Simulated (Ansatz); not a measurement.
## BP: pressure against volume per atom

Results calculated with Ansatz 0.2.0, not measured. Periodic Kohn-Sham DFT of a crystal at fixed atoms; pressure and stress are positive in compression; the energy is the free energy less that of spherical unpolarised free atoms; site moments are those in the method's own spheres, positive along +z.

Cell of the first row (space group P-6m2, No. 187):
```
cell vectors (Å)
   2.9689     0.0000     0.0000
  -1.4844     2.5711     0.0000
   0.0000     0.0000     2.6258
atoms (fractions of the cell vectors)
B   0.00000  0.00000  0.00000
P   0.33333  0.66667  0.50000
```

Settings of every row: method frozen-core PAW; functional PBE; relativity scalar; k mesh 13x13x11; filling fermi-dirac; smearing width 0.08 eV; wave cutoff 420 eV; paw set soft_2.

Atom start moment: 0 on all atoms.

Limits: the cell comes from a prototype or a list of computed structures and needn't be the stable phase.

```csv
row,volume per atom (Å³),pressure (GPa)
1,10.022,?
2,10.231,3.068
3,10.44,-0.003
4,10.648,-2.782
5,10.857,-5.297
```

Question: what pressure should row 1 give?

Worked fit of pressure. Take u = (V_r/V)^(2/3) − 1 with V_r = 10.544 Å³ an atom, which is twice the finite (Eulerian) strain; such expansions in the strain, on which the Birch-Murnaghan equation of state is built, carry the rest volume and the bulk modulus. The shown rows have u = 0.02029, 0.00663, -0.00652, -0.01931. Least squares give pressure = −1.4271 + 210.77 × u + 533.47 × u² GPa; a straight line predicts inner rows, each left out in turn, worse (root mean square 0.13 against 0.0073 GPa). The rows lie off it by -0.001, 0.003, -0.003, 0.001. The pressure vanishes at u = 0.0067, or V = 10.44 Å³ an atom, and there the bulk modulus at fixed shape and fractions is B = −V dP/dV = (2/3)(1 + u) dP/du = 146 GPa. Letting shape and atoms relax would as a rule lower it, by much in layered, chain or molecular crystals. The withheld row has u = 0.03443, so the fit gives −1.4271 + 210.77 × (0.03443) + 533.47 × (0.03443)² = 6.462 GPa.

The calculation gave 6.461 GPa. The fit lies 0.001 GPa (0.0085 % of the column's range) above it, one unit of the last digit. This row lies beyond the range of the fit.
